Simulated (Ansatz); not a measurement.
## AgCl (Chlorargyrite) in Ansatz: the effect of Hubbard term

The system is AgCl (Chlorargyrite).

```
Ag Cl
1.0
     0.00000    2.73500    2.73500
     2.73500    0.00000    2.73500
     2.73500    2.73500    0.00000
Ag Cl
1 1
Direct
  0.00000 0.00000 0.00000
  0.50000 0.50000 0.50000
```

Alike in all runs:

- Program: Ansatz 0.2.0
- Task: projected density of states
- Functional: PBEsol
- Potentials or basis: Ansatz PAW
- Cutoff: 420 eV
- Density cutoff: 1680 eV
- k mesh: 8 × 8 × 8
- Occupations: fermi-dirac, width 0.05 eV
- Spin: no spin polarisation
- Hubbard projectors: ortho-atomic (the default)
- Double counting: fll (the default)

Q: One run gave: gap on the mesh 1.15 eV; pressure -0.2 GPa. Which Hubbard term did it use?
A. Ag d U = 5 eV
B. Ag d U = 4 eV
C. Ag d U = 8 eV
D. Ag d U = 2 eV
E. Ag d U = 3 eV

A: D.

```tsv
Hubbard term	gap on the mesh (eV)	pressure (GPa)
Ag d U = 1 eV	0.95	-0.4
Ag d U = 2 eV	1.15	-0.2
Ag d U = 3 eV	1.32	0.0
Ag d U = 4 eV	1.48	0.2
Ag d U = 5 eV	1.62	0.4
Ag d U = 6 eV	1.74	0.6
Ag d U = 8 eV	1.94	0.9
```

Caveats: the PAW data sets come from PBE, with cores solved anew for the run's functional, which leaves a small shift of forces and pressure; the density of states is complete only up to the lowest level of the last band computed.

A k mesh can miss the band edges.

Not every run made on this cell is shown here.
